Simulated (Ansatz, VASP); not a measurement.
One calculation of Te, two programs

The input INCAR:

```
PREC = Accurate
ENCUT = 520
EDIFF = 1E-6
ISMEAR = -1
SIGMA = 0.05
LREAL = False
LASPH = True
NELM = 100
ALGO = Normal
ISIF = 2
LWAVE = False
LCHARG = True
LELF = True
LVHAR = True
NBANDS = 9
```

File KPOINTS:

```
Automatic mesh
0
Gamma
  9 9 9
```

File POSCAR:

```
Te
1.0
    2.3059043427      1.3313144930      1.6909537039
   -2.3059043427      1.3313144930      1.6909537039
    0.0000000000     -2.6626289860      1.6909537039
Te
1
Direct
    0.5000000000      0.5000000000      0.5000000000
```

File input.yaml:

```yaml
crystal:
  lattice:
    - [2.3059043427, 1.331314493, 1.6909537039]
    - [-2.3059043427, 1.331314493, 1.6909537039]
    - [0.0, -2.662628986, 1.6909537039]
  atoms:
    - { symbol: Te, position: [0.5, 0.5, 0.5] }
kpoints:
  mp_grid: { grid: [9, 9, 9] }
scf:
  occupations: { method: fermi_dirac, width: 0.05 }
hamiltonian:
  xc: lda
  pseudopotentials: { kind: all_electron, lapw: { basis_error: 0.001 } }
output:
  forces: true
  stress: true
  eigenvalues: true
```

Alike in both runs: task single point; functional LDA; k mesh 9 × 9 × 9; occupations fermi-dirac, width 0.05 eV; no spin polarisation.

|  | VASP | Ansatz |
| --- | --- | --- |
| version | VASP 6.6.1 | Ansatz 0.2.0 |
| potentials or method | VASP PAW LDA potentials, release 64 (Te) | all-electron LAPW, scalar-relativistic |
| plane-wave cutoff (eV) | 520 | see its input |

Ansatz gave:

| Item | Value |
| --- | --- |
| gap on the k mesh at the Fermi level (eV) | none |
| pressure (GPa) | -1.1 |
| largest component of the traceless stress (GPa) | 0.27 |

Q: Which values does VASP return?

A: gap on the k mesh at the Fermi level (eV): none; pressure (GPa): -1.0; largest component of the traceless stress (GPa): 0.24.

A gap of «none» marks a metal or a gap that the smearing closes. Ansatz ran all-electron here, so the differences hold the error of VASP's frozen core and of both bases.

Spin-orbit coupling is left out, which matters for the levels of Te.
